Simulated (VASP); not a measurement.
# ZnSe (F-43m) in VASP: further runs, part 2 of 2

VASP 6.6.1. The steps go on from the part before.

### 3 Relaxation of cell and atoms, PBEsol

This run uses another cell than the first one, of 22.44 Å³/atom, 0.986 times its volume.

Contents of INCAR:

```
SYSTEM = ZnSe
PREC     = Accurate       ! precision mode
ENCUT    = 600            ! plane-wave cutoff, eV
EDIFF    = 1E-7           ! SCF threshold, eV
ISMEAR   = 0              ! smearing method
SIGMA    = 0.03           ! smearing width, eV
LREAL    = .False.        ! projectors in reciprocal space
LASPH    = .True.         ! aspherical terms in the spheres
NELM     = 80             ! most SCF steps
ALGO     = Normal         ! electronic algorithm
ISIF     = 3              ! what is computed and relaxed
LWAVE    = .False.        ! write WAVECAR
LCHARG   = .False.        ! write CHGCAR
GGA      = PS             ! functional
IBRION   = 2              ! ionic algorithm
NSW      = 90             ! ionic steps
EDIFFG   = -0.005         ! ionic threshold
```

Contents of KPOINTS:

```
regular mesh
0
Gamma
  8 8 8
  0 0 0
```

Contents of POSCAR:

```
ZnSe                                    
1.0
    0.0000000000      2.8206646092      2.8206646092
    2.8206646092      0.0000000000      2.8206646092
    2.8206646092      2.8206646092     -0.0000000000
  Zn              Se            
     1     1
Direct
     0.0000000000000000    0.0000000000000000    0.0000000000000000
     0.2500000000000000    0.2500000000000000    0.2500000000000000
```

Potentials or basis: VASP PAW PBE potentials, release 64 (Zn, Se).

Started as:

```
$ cat potpaw_PBE.64/Zn/POTCAR potpaw_PBE.64/Se/POTCAR > POTCAR
$ mpirun -np 1 vasp_std > vasp.out
```

OUTCAR:

```text
SYSTEM = ZnSe
   PREC = Accurate
   ENCUT = 600
   EDIFF = 1E-7
   ISMEAR = 0
   LREAL = .False.
   LASPH = .True.
   NELM = 80
   ISIF = 3
   GGA = PS
   IBRION = 2
   NSW = 90
   EDIFFG = -0.005

 ion  position               nearest neighbor table
   1  0.000  0.000  0.000-   2 2.44   2 2.44   2 2.44   2 2.44
   2  0.250  0.250  0.250-   1 2.44   1 2.44   1 2.44   1 2.44

  LATTYP: Found a face centered cubic cell.
[... 578 lines left out ...]

  FORCE on cell =-STRESS in cart. coord.  units (eV):
  Direction    XX          YY          ZZ          XY          YZ          ZX
  --------------------------------------------------------------------------------------
  -------------------------------------------------------------------------------------
  Total       -0.0086879     -0.0086879     -0.0086879      0.0000000      0.0000000      0.0000000
  in kB       -0.3101268     -0.3101268     -0.3101268      0.0000000      0.0000000      0.0000000
  external PRESSURE =      -0.3101268 kB  Pullay stress =       0.0000000 kB

 VOLUME and BASIS-vectors are now :
 -----------------------------------------------------------------------------
  energy-cutoff  :      600.00
  volume of cell :       44.88
      direct lattice vectors                 reciprocal lattice vectors
     0.000000000  2.820664609  2.820664609    -0.177263188  0.177263188  0.177263188
     2.820664609  0.000000000  2.820664609     0.177263188 -0.177263188  0.177263188
     2.820664609  2.820664609  0.000000000     0.177263188  0.177263188 -0.177263188

 POSITION                                       TOTAL-FORCE (eV/Angst)
 -----------------------------------------------------------------------------------
      0.00000      0.00000      0.00000        -0.000000      0.000000     -0.000000
      1.41033      1.41033      1.41033         0.000000     -0.000000      0.000000
 -----------------------------------------------------------------------------------
    total drift:                                0.000001      0.000001      0.000000

  FREE ENERGIE OF THE ION-ELECTRON SYSTEM (eV)
  ---------------------------------------------------
  free  energy   TOTEN  =        -6.7731357520 eV

  energy  without entropy=       -6.7731357520  energy(sigma->0) =       -6.77313575

 reached required accuracy - stopping structural energy minimisation
```

OSZICAR:

```text
N       E                     dE             d eps       ncg     rms          rms(c)
DAV:   1     0.930177459530E+02    0.93018E+02   -0.98230E+03   754   0.175E+03
DAV:   2    -0.700484239969E+00   -0.93718E+02   -0.88610E+02   809   0.298E+02
DAV:   3    -0.701012271170E+01   -0.63096E+01   -0.62735E+01   924   0.746E+01
DAV:   4    -0.707783660207E+01   -0.67714E-01   -0.67693E-01   829   0.825E+00
DAV:   5    -0.707818630523E+01   -0.34970E-03   -0.34970E-03   909   0.576E-01    0.479E+00
DAV:   6    -0.679231643466E+01    0.28587E+00   -0.81760E-01   956   0.337E+01    0.372E+00
DAV:   7    -0.677558944548E+01    0.16727E-01   -0.22381E-01   824   0.492E+00    0.161E+00
DAV:   8    -0.677333828428E+01    0.22512E-02   -0.38873E-03   894   0.678E-01    0.470E-01
DAV:   9    -0.677309099560E+01    0.24729E-03   -0.76853E-04   907   0.466E-01    0.667E-02
DAV:  10    -0.677313758249E+01   -0.46587E-04   -0.21711E-04   896   0.218E-01    0.221E-02
DAV:  11    -0.677313564565E+01    0.19368E-05   -0.29285E-05   939   0.863E-02    0.452E-03
DAV:  12    -0.677313573924E+01   -0.93598E-07   -0.79556E-06   872   0.224E-02    0.207E-03
DAV:  13    -0.677313575203E+01   -0.12786E-07   -0.67536E-07   844   0.107E-02
   1 F= -.67731358E+01 E0= -.67731358E+01  d E =-.677314E+01
```

It took 19 s on 1 thread of AMD EPYC 7R13 (Zen 3), shared host; peak memory 0.15 GiB.

What came out:

```
Free energy             : -6.7731 eV
Pressure after relaxing : 0.0 GPa
Band gap on the k mesh  : 1.23 eV, direct
```

Final structure:
```
Zn Se
1.0
     0.00000    2.82066    2.82066
     2.82066    0.00000    2.82066
     2.82066    2.82066    0.00000
Zn Se
1 1
Direct
  0.00000 0.00000 0.00000
  0.25000 0.25000 0.25000
```

Levels at points of the mesh, in eV from the valence-band top:
```tsv
k point	band 5	band 6	band 7	band 8	band 9	band 10	band 11	band 12	band 13
(0.00, 0.00, 0.00)	-6.22	-6.22	0.00	0.00	0.00	1.23	5.73	5.73	5.73
(0.50, 0.00, 0.00)	-6.21	-6.06	-5.37	-0.90	-0.90	2.47	6.30	6.30	8.44
(0.50, 0.50, 0.00)	-6.17	-6.04	-4.85	-2.26	-2.26	2.81	3.37	10.71	11.27
```

Caveat: the relaxation stopped at its first step, so nothing moved; the PAW data sets were made with another functional, which shifts forces and pressure a little.
